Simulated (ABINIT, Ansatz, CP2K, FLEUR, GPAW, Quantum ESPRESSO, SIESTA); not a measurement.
# BeO (P6_3mc, 4 atoms in the cell) computed with different codes at matched settings

Self-consistent single point, at a second geometry (lattice scaled by 0.98). First geometry:

```
BeO
1.0
    2.71718     0.00000     0.00000
   -1.35859     2.35315     0.00000
    0.00000     0.00000     4.41322
Be O
2 2
Direct
  0.33333   0.66667   0.00016
  0.66667   0.33333   0.50016
  0.33333   0.66667   0.37734
  0.66667   0.33333   0.87734
```

Shared settings, as Ansatz (an electronic-structure program) writes them: kpoints.mp_grid.grid = 9 9 5; scf.occupations.method = fixed. Potentials and cutoffs stand in the table.

```json
[
 {"code": "SIESTA", "model": "GGA PBE, numerical atomic orbitals DZP, PseudoDojo PBE standard norm-conserving potentials (rewritten from UPF to PSML)", "ΔF from the first geometry (meV/atom)": "16.5", "pressure (GPa)": "14.99", "largest force (eV/Å)": "0.014", "gap on the mesh (eV)": "7.981", "cutoff": "grid 300 Ry"},
 {"code": "FLEUR", "model": "PBE, all-electron FLAPW (FLEUR), scalar-relativistic valence", "ΔF from the first geometry (meV/atom)": "18.6", "pressure (GPa)": "–", "largest force (eV/Å)": "0.019", "gap on the mesh (eV)": "8.070", "cutoff": "Kmax 4.1 1/bohr"},
 {"code": "ABINIT", "model": "PBE, PAW (JTH v2.0 PBE PAW)", "ΔF from the first geometry (meV/atom)": "12.9", "pressure (GPa)": "11.49", "largest force (eV/Å)": "0.021", "gap on the mesh (eV)": "8.039", "cutoff": "24 Ha"},
 {"code": "Quantum ESPRESSO", "model": "PBE, GBRV 1.5 ultrasoft (PBE) pseudopotentials", "ΔF from the first geometry (meV/atom)": "16.4", "pressure (GPa)": "13.30", "largest force (eV/Å)": "0.015", "gap on the mesh (eV)": "8.075", "cutoff": "40 Ry"},
 {"code": "GPAW", "model": "PBE, GPAW PAW datasets PBE (gpaw-data 1.0.1)", "ΔF from the first geometry (meV/atom)": "24.5", "pressure (GPa)": "–", "largest force (eV/Å)": "0.020", "gap on the mesh (eV)": "8.028", "cutoff": "950 eV"},
 {"code": "CP2K", "model": "PBE, GPW, DZVP-MOLOPT-SR-GTH basis, GTH-PBE potentials (GTH_POTENTIALS)", "ΔF from the first geometry (meV/atom)": "18.4", "pressure (GPa)": "14.97", "largest force (eV/Å)": "–", "gap on the mesh (eV)": "8.020", "cutoff": "grid 600 Ry"},
 {"code": "Ansatz", "model": "PBE, PAW files", "ΔF from the first geometry (meV/atom)": "13.9", "pressure (GPa)": "12.07", "largest force (eV/Å)": "0.022", "gap on the mesh (eV)": "8.038", "cutoff": "default"}
]
```

A dash marks a value that a program does not give, or that is left out as unsure.

Gaps are read on the mesh.

The spread over the programs that give each value: ΔF from the first geometry within 11.6 meV/atom; pressure within 3.50 GPa; largest force within 0.008 eV/Å; gap on the mesh within 0.094 eV.

SIESTA and CP2K use small atom-centred bases, whose incompleteness enters pressures, forces and empty levels differently from a plane-wave cutoff. FLEUR treats all electrons, but the usual bases taken here (sphere radii, linearisation, local orbitals, empty states) were not tested for convergence, so the values are no reference for the others. Ansatz's pressure is given at a fixed set of plane waves, as the other plane-wave codes print theirs; with its correction for the finite basis it is 12.62 GPa (the shift of 0.55 GPa shows how far the cutoff is from converged). The pressure of GPAW is left out: its cutoff lies under the one at which its stress was checked. In the pressure, SIESTA (by 2.91), Quantum ESPRESSO (by 1.23) and CP2K (by 2.90) lie more than 1 GPa from the median of the plane-wave programs.

The starting cell comes from a database of computed structures (which also holds hypothetical and non-ambient phases and stackings), without a prior relaxation at this level. Its lattice was rescaled by a random factor within 2.5 % of one. For this run, on top of that: lattice scaled by 0.98.

Keys are those of Ansatz 0.2.
